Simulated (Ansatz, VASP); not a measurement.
## SnTe in VASP and in Ansatz

The input POSCAR:

```
SnTe
1.0
    0.0000000000      3.1508500000      3.1508500000
    3.1508500000      0.0000000000      3.1508500000
    3.1508500000      3.1508500000      0.0000000000
Sn Te
1 1
Direct
    0.0000000000      0.0000000000      0.0000000000
    0.5000000000      0.5000000000      0.5000000000
```

File INCAR.step1:

```
PREC = Accurate
ENCUT = 520
ISMEAR = -1
SIGMA = 0.1
LREAL = F
LASPH = T
NELM = 100
NBANDS = 17
GGA = PE
ALGO = Normal
EDIFF = 1E-4
LWAVE = T
LCHARG = F
```

INCAR.step2

```
PREC = Accurate
ENCUT = 520
EDIFF = 1E-6
ISMEAR = -1
SIGMA = 0.1
LREAL = F
LASPH = T
NELM = 100
ALGO = Normal
ISIF = 2
LWAVE = F
LCHARG = T
METAGGA = R2SCAN
LMIXTAU = T
LELF = T
LVHAR = T
NBANDS = 17
ISTART = 1
```

The input KPOINTS:

```
Automatic mesh
0
Gamma
  6 6 6
```

Input for Ansatz:

```yaml
crystal:
  lattice:
    - [0.0, 3.15085, 3.15085]
    - [3.15085, 0.0, 3.15085]
    - [3.15085, 3.15085, 0.0]
  atoms:
    - { symbol: Sn, position: [0.0, 0.0, 0.0] }
    - { symbol: Te, position: [0.5, 0.5, 0.5] }
kpoints:
  mp_grid:
    grid: [6, 6, 6]
hamiltonian:
  xc: r2scan
  pseudopotentials:
    kind: paw
scf:
  occupations:
    method: fermi_dirac
output:
  stress: true
```

Alike in both runs: task single point; functional r2SCAN; k mesh 6 × 6 × 6; no spin polarisation.

```csv
,VASP,Ansatz
version,VASP 6.6.1,Ansatz 0.2.0
potentials or method,"VASP PAW PBE potentials, release 64 (Sn_d, Te)","plane waves, PAW"
plane-wave cutoff (eV),520,500
occupations,"fermi-dirac, width 0.1 eV",fermi-dirac
valence electrons in the cell,20,30
```

```tsv
	VASP	Ansatz	Ansatz less VASP
pressure (GPa)	1.6	1.6	-0.01
```

The two sets of potentials don't hold the same shells in valence.

Caveats: the PAW data sets were made with another functional, which shifts forces and pressure a little (VASP). Spin-orbit coupling is left out, which matters for the levels of Te.
